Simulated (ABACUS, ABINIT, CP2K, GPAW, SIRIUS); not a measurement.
# The equilibrium volume of W, sorted by core time

**What was measured.** The equilibrium volume of W (Tungsten) (Im-3m) is reported as 15.8 Å³/atom (arxiv:2311.02034). The runs below try to reproduce it.

```cif
data_structure
_symmetry_space_group_name_H-M 'Im-3m'
_symmetry_Int_Tables_number 229
_cell_length_a 3.1647
_cell_length_b 3.1647
_cell_length_c 3.1647
_cell_angle_alpha 90.000
_cell_angle_beta 90.000
_cell_angle_gamma 90.000
_cell_volume 31.70
loop_
_atom_site_label
_atom_site_type_symbol
_atom_site_symmetry_multiplicity
_atom_site_Wyckoff_symbol
_atom_site_fract_x
_atom_site_fract_y
_atom_site_fract_z
_atom_site_occupancy
W1 W 2 a 0.00000 0.00000 0.00000 1
```

```tsv
rung	level	program and potentials	cutoff (eV)	k mesh	smearing	task	core time	chip	equilibrium volume (Å³/atom)	miss	notes
GGA	PBE	SIRIUS, PseudoDojo 0.4.1 PBE standard (scalar relativistic)	1030	8 × 8 × 8	fermi-dirac 0.05	relaxation of cell and atoms	28 s	Arm Neoverse V1	16.15	+2.2 %	-
GGA + dispersion	PBE+D4	SIRIUS, PseudoDojo 0.4.1 PBE standard (scalar relativistic)	1030	8 × 8 × 8	fermi-dirac 0.05	relaxation of cell and atoms	31 s	Arm Neoverse V1	15.81	+0.1 %	-
non-local van der Waals functional	optB88-vdW	GPAW, GPAW PAW data sets (gpaw-data 1.2.1)	600	10 × 10 × 10	fermi-dirac 0.05	equation of state	39 s	Arm Neoverse V1	16.35	+3.5 %	potentials made for PBE
LDA	LDA	ABINIT, PseudoDojo NC SR LDA v0.4.1 standard	952	9 × 9 × 9	fermi-dirac 0.05	relaxation of cell and atoms	42 s	Intel Xeon 6975P-C Granite Rapids	15.36	-2.8 %	-
GGA	BLYP	GPAW, PAW data sets generated for this functional	600	10 × 10 × 10	fermi-dirac 0.05	equation of state	42 s	Arm Neoverse V1	16.65	+5.4 %	-
LDA	LDA	GPAW, the program's PAW data sets (release 1.2.1) made for this functional	600	10 × 10 × 10	fermi-dirac 0.05	equation of state	45 s	Arm Neoverse V1	15.39	-2.6 %	-
GGA	PBE	GPAW, GPAW PAW data sets (gpaw-data 1.2.1)	600	10 × 10 × 10	fermi-dirac 0.05	equation of state	46 s	Arm Neoverse V1	16.13	+2.1 %	-
GGA	revPBE	GPAW, the program's PAW data sets (release 1.2.1) made for this functional	600	10 × 10 × 10	fermi-dirac 0.05	equation of state	46 s	Arm Neoverse V1	16.28	+3.0 %	-
GGA	PW91	GPAW, PAW data sets generated for this functional	600	10 × 10 × 10	fermi-dirac 0.05	equation of state	52 s	Arm Neoverse V1	16.13	+2.1 %	-
GGA	PBEsol	ABACUS, PseudoDojo NC SR 0.4.1 PBEsol standard, plane waves	1007	12 × 12 × 12	fermi-dirac 0.05	equation of state	2.5 min	Intel Xeon Platinum 8488C Sapphire Rapids	15.71	-0.6 %	-
GGA	PBEsol	CP2K, POTENTIAL_UZH W GTH-PBE-q14; TZVP-MOLOPT-PBE-GTH basis	-	9 × 9 × 9	fermi-dirac 0.05	relaxation of cell and atoms	4.1 min	Arm Neoverse V1	15.65	-0.9 %	atomic basis; potentials made for PBE
GGA	AM05	SIRIUS, all-electron FP-LAPW, apw+lo standard	-	12 × 12 × 12	fermi-dirac 0.05	equation of state	5 min	Arm Neoverse V1	15.61	-1.2 %	-
GGA	revPBE	SIRIUS, all-electron FP-LAPW, apw+lo standard	-	12 × 12 × 12	fermi-dirac 0.05	equation of state	5.1 min	Arm Neoverse V1	16.30	+3.2 %	-
GGA	revPBE	CP2K, POTENTIAL_UZH W GTH-PBE-q14; TZVP-MOLOPT-PBE-GTH basis	-	9 × 9 × 9	fermi-dirac 0.05	relaxation of cell and atoms	5.2 min	Intel Xeon Platinum 8488C Sapphire Rapids	16.11	+2.0 %	atomic basis; potentials made for PBE
GGA	BLYP	SIRIUS, all-electron FP-LAPW, apw+lo standard	-	12 × 12 × 12	fermi-dirac 0.05	equation of state	5.4 min	Arm Neoverse V1	16.68	+5.6 %	-
GGA	PW91	SIRIUS, all-electron FP-LAPW, apw+lo standard	-	12 × 12 × 12	fermi-dirac 0.05	equation of state	6.2 min	Arm Neoverse V1	16.15	+2.2 %	-
GGA	PBEsol	SIRIUS, all-electron FP-LAPW, apw+lo standard	-	12 × 12 × 12	fermi-dirac 0.05	equation of state	8.9 min	Intel Xeon Skylake/Cascade Lake	15.69	-0.7 %	-
```

Times are single runs on shared hosts and different chips, so they are rough; meshes, cutoffs and the tasks' sizes weigh on the time. All rows: no spin polarisation. Smearing widths are in eV. For a metal such meshes aren't converged. Meshes differ between rows, which moves values too. Meshes are those of the run's cell of 1 atom unless a note names another. Relaxations start from the cell shown or near it and stop with a little pressure left. Misses use the values as printed. Runs on faulty files, with rough fits or with known faults for this quantity aren't shown. No row holds spin-orbit coupling.

By rung: LDA 15.36 to 15.39; GGA 15.61 to 16.68; GGA + dispersion 15.81; non-local van der Waals functional 16.35; GGA in atomic bases 15.65 to 16.11 (Å³/atom). Measured: 15.8 Å³/atom (arxiv:2311.02034). Closest, coarse meshes and atomic bases left aside, is PBE+D4 (+0.1 %), and PBE misses by +2.1 % to +2.2 % on plain settings. The runs are for a static lattice, while measurements hold temperature and zero-point motion.
